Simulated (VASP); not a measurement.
# Cs₈H: nudged elastic band

Cs₈H, defect, 9 atoms in the cell. PBE, nudged elastic band; PAW potentials Cs_sv, H (PBE set).

Path: an interstitial H atom hops to the next site of its kind; Moving images: 1.

## Input

INCAR.step1:
```
SYSTEM = Cs8H
  PREC = Normal
  ENCUT = 250
  EDIFF = 1E-6
  ISMEAR = 1
  SIGMA = 0.1
  LREAL = .FALSE.
  LASPH = .TRUE.
  NELM = 100
  ALGO = Normal
  LWAVE = .FALSE.
  LCHARG = .FALSE.
  IBRION = 2
  NSW = 100
  ISIF = 2
  EDIFFG = -0.02
  POTIM = 0.5
  KPAR = 8
```

INCAR.step3, as INCAR.step1 but for:
```
- IBRION = 2
- ISIF = 2
- EDIFFG = -0.02
- POTIM = 0.5
+ IBRION = 1
+ POTIM = 0.3
+ EDIFFG = -0.05
+ SPRING = -5
+ IMAGES = 1
```

KPOINTS:
```
k-points
0
Gamma
  3 3 3
```

00/POSCAR:
```
Cs8H
1.0
    0.0000000000      8.2377410000      5.4439640000
   10.3671850000      0.0000000000      5.4439640000
   10.3671850000      8.2377410000      0.0000000000
Cs H
8 1
Direct
    0.1556315729      0.2379008763      0.0841192550
    0.6207504615      0.7435418490      0.6401028741
    0.7228218903      0.3822362793      0.5173591471
    0.2925932676      0.9451384793      0.9444915790
    0.3763066015      0.3057763988      0.3275322797
    0.9151865844      0.7701152031      0.8644757667
    0.7009324335      0.0712035636      0.0616024884
    0.2211433322      0.5484252355      0.5716956522
    0.3696338561      0.2873287817      0.7802876245
```

01/POSCAR:
```
Cs8H
1.0
    0.0000000000      8.2377410000      5.4439640000
   10.3671850000      0.0000000000      5.4439640000
   10.3671850000      8.2377410000      0.0000000000
Cs H
8 1
Direct
    0.1564879928      0.2373001145      0.0844336458
    0.6110277435      0.7551314044      0.6290534684
    0.7229141729      0.3815983228      0.5181695567
    0.2944384789      0.9437955327      0.9458782275
    0.3765059556      0.3085892343      0.3254552052
    0.9151266653      0.7690183874      0.8649633973
    0.6844246716      0.0848605564      0.0413140140
    0.1989626532      0.5701034004      0.5563550193
    0.4151116663      0.2412697138      0.8260441326
```

02/POSCAR:
```
Cs8H
1.0
    0.0000000000      8.2377410000      5.4439640000
   10.3671850000      0.0000000000      5.4439640000
   10.3671850000      8.2377410000      0.0000000000
Cs H
8 1
Direct
    0.1573444126      0.2366993527      0.0847480366
    0.6013050255      0.7667209597      0.6180040627
    0.7230064554      0.3809603663      0.5189799662
    0.2962836902      0.9424525861      0.9472648760
    0.3767053098      0.3114020698      0.3233781307
    0.9150667461      0.7679215718      0.8654510278
    0.6679169096      0.0985175491      0.0210255396
    0.1767819741      0.5917815653      0.5410143864
    0.4605894766      0.1952106458      0.8718006407
```

POSCAR.step1:
```
Cs8H
1.0
    0.0000000000      8.2377410000      5.4439640000
   10.3671850000      0.0000000000      5.4439640000
   10.3671850000      8.2377410000      0.0000000000
Cs H
8 1
Direct
    0.1105590000      0.2286720000      0.1394410000
    0.6105590000      0.7286720000      0.6394410000
    0.7713280000      0.3894410000      0.4786720000
    0.2713280000      0.8894410000      0.9786720000
    0.3894410000      0.2713280000      0.3605590000
    0.8894410000      0.7713280000      0.8605590000
    0.7286720000      0.1105590000      0.0213280000
    0.2286720000      0.6105590000      0.5213280000
    0.3750000000      0.2916666667     -0.2083333333
```

POSCAR.step2:
```
Cs8H
1.0
    0.0000000000      8.2377410000      5.4439640000
   10.3671850000      0.0000000000      5.4439640000
   10.3671850000      8.2377410000      0.0000000000
Cs H
8 1
Direct
    0.1105590000      0.2286720000      0.1394410000
    0.6105590000      0.7286720000      0.6394410000
    0.7713280000      0.3894410000      0.4786720000
    0.2713280000      0.8894410000      0.9786720000
    0.3894410000      0.2713280000      0.3605590000
    0.8894410000      0.7713280000      0.8605590000
    0.7286720000      0.1105590000      0.0213280000
    0.2286720000      0.6105590000      0.5213280000
    0.4583333333      0.2083333333     -0.1250000000
```

Commands (each step's output is kept before the next begins):
```
cat potpaw_PBE.64/Cs_sv/POTCAR potpaw_PBE.64/H/POTCAR > POTCAR
cp INCAR.step1 INCAR
cp POSCAR.step1 POSCAR
mpirun -np 8 vasp_std > vasp.out
cp POSCAR.step2 POSCAR
mpirun -np 8 vasp_std > vasp.out
# 00 and 02 hold the relaxed ends; the images between are interpolated (pair-distance (IDPP))
cp INCAR.step3 INCAR
mpirun -np 8 vasp_std > vasp.out
```

## Result

- Barrier (eV): 0.061
- Barrier of the reverse step (eV): 0.062
- Energy of the second end over the first (eV): 0.000
- Top of the path (share of its length): 0.50
- Length of the path (Å): 1.78
- Steps of the band: 1
- Ionic steps, all stages: 36
- Electronic steps, all stages: 326

Energy along the relaxed band:

| Image | Distance along the path (Å) | Energy above the first end (eV) | Slope along the path (eV/Å) | Largest force across the path (eV/Å) |
|---|---|---|---|---|
| 0 | 0.000 | 0.000 | relaxed end |  |
| 1 | 0.890 | 0.062 | -0.000 | 0.049 |
| 2 | 1.780 | -0.000 | relaxed end |  |

The two ends have the same energy within 0.01 eV.

Limits: the cell holds 9 atoms, so the vacancy or interstitial meets its own images and the barrier isn't that of a lone defect; the atom stays on the straight, symmetric line between the sites, so the barrier is an upper bound: a way around it wasn't tried; a single image in the middle can't show two humps with a dip between them, and says nothing of the springs; the first guess already met the force threshold, so the band hardly moved.

VASP 6.6.1 took 1121 s on 8 cores (AMD EPYC 7R13 (Zen 3)), a shared host.
